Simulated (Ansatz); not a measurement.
# PbS: pressure up to the limit of the methods

The task here is to estimate one member of a computed series from the others.

Method: DFT LDA, with the methods named in each step, in Ansatz 0.2.0.

**The structure to begin with**

Symmetry: F-43m, No. 216, cubic system. Conventional cell: a = 6.214 Å, b = 6.214 Å, c = 6.214 Å, α = 90.00°, β = 90.00°, γ = 90.00°. Pb (site symmetry -43m) is surrounded by 4 S at 2.69 Å. S (site symmetry -43m) is surrounded by 4 Pb at 2.69 Å.

Coordinates:

```cif
data_structure
_symmetry_space_group_name_H-M 'P 1'
_symmetry_Int_Tables_number 1
_cell_length_a 4.3943
_cell_length_b 4.3943
_cell_length_c 4.3943
_cell_angle_alpha 60.000
_cell_angle_beta 60.000
_cell_angle_gamma 60.000
_cell_volume 60.00
loop_
_atom_site_label
_atom_site_type_symbol
_atom_site_fract_x
_atom_site_fract_y
_atom_site_fract_z
_atom_site_occupancy
Pb1 Pb 0.00000 0.00000 0.00000 1
S1 S 0.25000 0.25000 0.25000 1
```

Whether this phase is the stable one at these pressures isn't tested.

Atoms are numbered in the order of the input: Pb1, S2.

The first run:

input.yaml

```yaml
crystal:
  lattice:
    - [0.0, 3.107232506, 3.107232506]
    - [3.107232506, 0.0, 3.107232506]
    - [3.107232506, 3.107232506, 0.0]
  atoms:
    - { symbol: Pb, position: [0.0, 0.0, 0.0] }
    - { symbol: S, position: [0.25, 0.25, 0.25] }
kpoints:
  mp_grid: { grid: [12, 12, 12] }
scf:
  occupations: { method: fermi_dirac, width: 0.1 }
hamiltonian:
  xc: lda
  pseudopotentials: { kind: paw }
output:
  forces: true
  stress: true
relax:
  f_tol: 0.005
  max_steps: 40
  cell: {}
```

The run is started by

```console
$ ansatz run input.yaml --threads 1 --pin off --max-ram 2048MiB --backend cpu --events-out ev --progress --plain --runs-dir out
```

Among the steps run: Cell relaxed at zero pressure, PAW; Volume scaled by 1, PAW; Volume scaled by 0.94, PAW; Volume scaled by 0.88, PAW; Volume scaled by 0.8, PAW; Volume scaled by 0.72, PAW; Volume scaled by 0.64, PAW; Volume scaled by 0.55, PAW; Volume scaled by 0.55, PAW (level accurate).

One of the session's tables, all rows but one given; the rest of the session is left out.

| method | volume over the first | volume (Å³/atom) | pressure (GPa) |
| --- | --- | --- | --- |
| PAW | 1 | 33.913 | 0.00 |
| PAW | 0.94 | 31.878 | 2.93 |
| PAW | 0.88 | 29.843 | 6.89 |
| PAW | 0.8 | ? | ? |
| PAW | 0.72 | 24.417 | 25.50 |
| PAW | 0.64 | 21.704 | 42.98 |
| PAW | 0.55 | 18.652 | 76.88 |
| PAW (level accurate) | 0.55 | 18.652 | 76.99 |

Q: Estimate the row for PAW, 0.8 from the others.

As computed: volume (Å³/atom): 27.130; pressure (GPa): 14.35. In the column «volume (Å³/atom)» it lies between PAW, 0.72 (24.417) and PAW, 0.88 (29.843).

Limits of these values: Warnings in the runs' records: written density without core change.
